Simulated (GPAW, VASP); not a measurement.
This is a calculation of Cu (Copper) for VASP 6.6.1. 

File INCAR:

```
SYSTEM = Cu
ALGO = Fast
EDIFF = 1E-6
ENCUT = 500
GGA = PS
ISIF = 2
ISMEAR = 0
LASPH = .True.
LCHARG = .True.
LELF = .True.
LREAL = .False.
LVHAR = .True.
LWAVE = .False.
NELM = 80
PREC = Accurate
SIGMA = 0.1
```

The input KPOINTS:

```
k-points
0
Gamma
  13 13 13
  0 0 0
```

File POSCAR:

```
Cu
1.0
    0.0000000000      1.8075000000      1.8075000000
    1.8075000000      0.0000000000      1.8075000000
    1.8075000000      1.8075000000      0.0000000000
Cu
1
Direct
    0.0000000000      0.0000000000      0.0000000000
```

Potentials or basis: VASP PAW PBE potentials, release 64 (Cu).

Launch:

```sh
$ cat potpaw_PBE.64/Cu/POTCAR > POTCAR
$ mpirun -np 1 vasp_std > vasp.out
```

**Question.** Set up the same calculation for GPAW 26.7.0 (ASE script). Potentials or basis there: PAW data sets generated for this functional, cutoff 600 eV.

**Answer.** As run (cutoffs and basis follow the program's own potentials, and thresholds, step limits or extra output files can differ):

run.py

```python
from ase.dft.bandgap import bandgap
from ase.io import read, write
from ase.units import Bohr, GPa
from gpaw import GPAW, PW, setup_paths
from gpaw.elf import elf_from_dft_calculation

setup_paths.insert(0, '.')

atoms = read('Cu.xyz')

calc = GPAW(mode=PW(600),
            xc='PBEsol',
            kpts={'size': (13, 13, 13), 'gamma': True},
            occupations={'name': 'methfessel-paxton', 'order': 0, 'width': 0.1},
            nbands=14,
            convergence={'density': 1e-05, 'energy': 1e-05},
            maxiter=150,
            txt='gpaw.txt')
atoms.calc = calc
energy = atoms.get_potential_energy()
forces = atoms.get_forces()
stress = atoms.get_stress()
calc.write('gs.gpw')
write('result.traj', atoms)
print(f'Energy: {energy:.6f} eV')
print('Forces (eV/A):')
print(forces.round(4))
print('Stress (GPa):', (stress / GPa).round(3))
print('Fermi level:', round(calc.get_fermi_level(), 4), 'eV')
print(f'Gap: {bandgap(calc)[0]:.4f} eV, direct: {bandgap(calc, direct=True)[0]:.4f} eV')

# fields on the real-space grid
write('density.cube', atoms, data=calc.get_pseudo_density() * Bohr**3)
write('potential.cube', atoms, data=calc.get_electrostatic_potential())
write('elf.cube', atoms, data=elf_from_dft_calculation(calc).data)
```

The input Cu.xyz:

```xyz
1
Lattice="0.0000000000 1.8075000000 1.8075000000 1.8075000000 0.0000000000 1.8075000000 1.8075000000 1.8075000000 0.0000000000" Properties=species:S:1:pos:R:3 pbc="T T T"
Cu     0.0000000000      0.0000000000      0.0000000000
```

Potentials or basis: PAW data sets generated in the run's folder for this functional, pw.

The run is started by

```bash
$ gpaw-setup -f PBEsol Cu
$ OMP_NUM_THREADS=1 python run.py
```

Both were run:

|  | VASP | GPAW |
| --- | --- | --- |
| Pressure | -5.5 GPa | -4.7 GPa |

VASP's potentials were made for PBE.

The two runs disagree by more than potentials and bases usually give (in gap, levels, pressure or energy); the cause wasn't traced.

Pressure is positive in compression.
